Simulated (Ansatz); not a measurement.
# H: levels along high-symmetry lines

```xyz
4
Lattice="3.8401 0.0000 0.0000 -1.9201 3.3257 0.0000 0.0000 0.0000 5.0467" Properties=species:S:1:pos:R:3 pbc="T T T"
H     0.0000    2.2171    0.8907
H     1.9201    1.1086    3.4140
H     1.9201    1.1086    4.1559
H     0.0000    2.2171    1.6326
```

Atom numbers follow the list: H1, H2, H3, H4.

The cell is the one relaxed in the Materials Project (mp-24504), not relaxed further here; entries there can be hypothetical.

Level of theory: DFT, PBE, all-electron LAPW, scalar-relativistic in Ansatz 0.2.0.

Sampling and basis: a Γ-centred 9×9×6 k mesh, Fermi–Dirac smearing of 0.02 eV, basis error target 0.5 meV/atom, no spin polarisation.

Points in fractions of the reciprocal vectors of this cell: Γ (0, 0, 0), M (0.5, 0, 0), K (0.333, 0.333, 0), A (0, 0, 0.5), L (0.5, 0, 0.5), H (0.333, 0.333, 0.5). The path joins them by straight lines in the order Γ–M–K–Γ–A–L–H–A–L; legs that retrace an earlier one aren't tabulated. Energies are in eV from the top of the valence band.

(1) Is there a gap, and where are the band edges?

(2) List the levels between -20 and 10 eV at the symmetry points.

Answers

(1) 9.40 eV, direct at Γ.

(2) 
Γ: -1.40, 0.00, 9.40
M: -0.65, -0.22
K: -0.40 (×2)
A: -0.76 (×2)
L: -0.41 (×2), 9.90 (×2)
H: -0.37 (×2)
